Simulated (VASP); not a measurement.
Set up this calculation in VASP 6.6.1, as an ASE script.

```
Task                   : single point
Functional             : RPBE
Potentials or basis    : VASP PAW PBE potentials, release 64 (O, Li_sv)
Cutoff                 : 520 eV
k mesh                 : 10 × 10 × 10
Occupations            : gaussian, width 0.1 eV
Spin                   : no spin polarisation
Further INCAR settings : ALGO = Normal; EDIFF = 1.00e-06; NBANDS = 13
```

Crystal: Li2O.

```
O Li
1.0
     0.00000    2.32685    2.32685
     2.32685    0.00000    2.32685
     2.32685    2.32685    0.00000
O Li
1 2
Cartesian
  0.0000 0.0000 0.0000
  1.1634 1.1634 1.1634
  3.4903 3.4903 3.4903
```

The cell comes from a database or a generator and needn't be the stable form of this composition.

These files were run (other wordings do the same):

run.py

```python
from ase.calculators.vasp import Vasp
from ase.dft.bandgap import bandgap
from ase.spacegroup import crystal

atoms = crystal(
    ['O', 'Li'],
    basis=[[0.0, 0.0, 0.0], [0.25, 0.75, 0.75]],
    spacegroup=225,
    setting=1,
    cellpar=[4.65370876, 4.65370876, 4.65370876, 90.0, 90.0, 90.0],
    primitive_cell=True,
)
calc = Vasp(
    directory='calc',
    xc='rpbe',
    pp='PBE',
    setups='recommended',
    prec='Accurate',
    encut=520,
    ediff=1e-06,
    ismear=0,
    sigma=0.1,
    lreal=False,
    lasph=True,
    nelm=100,
    algo='Normal',
    isif=2,
    lwave=False,
    lcharg=False,
    kpts=[10, 10, 10],
    gamma=True,
    nbands=13,
)
atoms.calc = calc

print('energy (eV):', atoms.get_potential_energy())
print('free energy (eV):', atoms.get_potential_energy(force_consistent=True))
print('forces (eV/A):')
print(atoms.get_forces())
print('stress (eV/A^3, Voigt):', atoms.get_stress())
print('Fermi level (eV):', calc.get_fermi_level())
gap, top, bottom = bandgap(calc)
print('band gap (eV):', gap, 'from (spin, k, band)', top, 'to', bottom)
```

Potentials or basis: VASP PAW PBE potentials, release 64 (O, Li_sv).

Launch:

```console
$ python run.py
```

It gave:

The band gap on the k mesh is 5.06 eV, indirect (least direct gap 5.22 eV).

Caveat: the PAW data sets were made with another functional, which shifts forces and pressure a little.

Run time: 5.7 s on 1 thread of Intel(R) Xeon(R) 6975P-C (Granite Rapids), with other jobs on the host, peak memory 0.14 GiB.
